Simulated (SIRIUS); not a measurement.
Here is a SIRIUS 7.12.0 calculation.

The input sirius.json:

```json
{
  "control": {
    "processing_unit": "cpu",
    "verbosity": 2,
    "num_bands_to_print": 19,
    "print_forces": true,
    "print_stress": true
  },
  "parameters": {
    "electronic_structure_method": "pseudopotential",
    "xc_functionals": ["XC_GGA_X_PBE_SOL", "XC_GGA_C_PBE_SOL"],
    "gk_cutoff": 9.0,
    "pw_cutoff": 18.0,
    "ngridk": [12, 12, 12],
    "shiftk": [0, 0, 0],
    "smearing": "fermi_dirac",
    "smearing_width": 0.0018374661,
    "num_bands": 19,
    "num_mag_dims": 0,
    "num_dft_iter": 100,
    "energy_tol": 1e-08,
    "density_tol": 1e-06
  },
  "iterative_solver": {
    "type": "davidson",
    "min_tolerance": 1e-10
  },
  "mixer": {
    "type": "anderson",
    "beta": 0.7,
    "max_history": 8
  },
  "settings": {
    "tol_ne": 1e-10,
    "pseudo_grid_cutoff": 6.5
  },
  "unit_cell": {
    "lattice_vectors": [
      [-3.023561799401, 3.023561799401, 7.427568532842],
      [3.023561799401, -3.023561799401, 7.427568532842],
      [3.023561799401, 3.023561799401, -7.427568532842]
    ],
    "atom_coordinate_units": "lattice",
    "atom_types": ["Mo", "Si"],
    "atom_files": {
      "Si": "Si.json",
      "Mo": "Mo.json"
    },
    "atoms": {
      "Mo": [
        [0.017662, 0.001863, 0.006641]
      ],
      "Si": [
        [0.677839, 0.694316, 0.025004],
        [0.331999, 0.345811, 0.011501]
      ]
    }
  }
}
```

Potentials or basis: PseudoDojo 0.4.1 PBEsol standard (scalar relativistic).

Command:

```bash
$ upf_to_json Si.upf
$ upf_to_json Mo.upf
$ OMP_NUM_THREADS=4 sirius.scf --input=sirius.json --output=out.json --task=0
```

Question: Estimate the band gap on the k mesh.

Answer: None (metal or under the smearing width).

Question: Estimate the largest force.

Answer: 0.954 eV/Å.

Forces on the atoms (eV/Å):
```
Mo   0.610 -0.271 -0.342
Si  -0.483  0.044 -0.575
Si  -0.127  0.227  0.918
```
